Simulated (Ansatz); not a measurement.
## Relativistic treatment of Ga

```yaml
crystal:
  lattice:
    - [1.38300, -4.02650, 0.00000]
    - [1.38300, 4.02650, 0.00000]
    - [-0.11745, 0.00000, 3.32993]
  atoms:
    - { symbol: Ga, position: [0.86900, 0.13100, 0.25000] }
    - { symbol: Ga, position: [0.13100, 0.86900, 0.75000] }
```

Atom numbers follow the list: Ga1, Ga2.

Conventional cell: a = 2.766 Å, b = 8.053 Å, c = 3.332 Å, α = 90.00°, β = 92.02°, γ = 90.00°. Around Ga (atom 1) lie 8 Ga at 2.69 to 2.92 Å.

The cell is a measured one (Crystallography Open Database entry 9011089); the temperature and pressure of the measurement aren't taken into account, and nothing was relaxed.

One fixed cell is solved with PBE by full-potential LAPW in Ansatz 0.2.0 under different relativistic treatments. Pressure is positive in compression.

Settings: a Γ-centred 14×14×11 k mesh, Fermi–Dirac smearing of 0.03 eV, basis error target 0.5 meV/atom, no spin polarisation.

```tsv
setting	P (GPa)	force Ga1 y (eV/Å)
scalar-relativistic	1.76	0.188
non-relativistic	?	?
scalar-relativistic, point nuclei	1.76	0.188
scalar-relativistic, inner shells corrected to Dirac	1.76	0.188
```

Q: Give the missing entry: row "non-relativistic", column "P (GPa)".

A: 1.89.

Q: Give the missing entry: row "non-relativistic", column "force Ga1 y (eV/Å)".

A: 0.211.
